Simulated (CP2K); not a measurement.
# InAs in CP2K: the effect of dispersion

InAs:

```
CELL_PARAMETERS angstrom
4.06912 0.00000 0.00000
2.03456 3.52396 0.00000
2.03456 1.17465 3.32242
ATOMIC_POSITIONS crystal
In 0.50000 0.50000 0.50000
As 0.00000 0.00000 0.00000
```

Measurements of this composition are mostly on another form, of space group No. 216.

Alike in all runs:

* Program: CP2K 2026.2
* Task: single point
* Functional: PBE
* Potentials or basis: POTENTIAL_UZH In GTH-PBE-q13, As GTH-PBE-q5; TZVP-MOLOPT-PBE-GTH basis
* Density cutoff: 6123 eV
* k mesh: 8 × 8 × 8
* Occupations: fermi-dirac, width 0.05 eV
* Spin: no spin polarisation

One run gave: pressure 0.4 GPa. Which dispersion did it use?
A. D2
B. D3(BJ)
C. none
D. rVV10
E. D4

C.

```csv
dispersion,pressure (GPa)
none,0.4
D2,-4.2
D3,-1.2
D3(BJ),-2.2
D4,-2.2
rVV10,-0.4
D3(BJ)+ATM,-2.0
```

Caveats: the basis of atomic orbitals isn't converged, which shifts pressures, moduli and gaps; pairwise dispersion overbinds metals, which lowers pressure and volume (some runs).
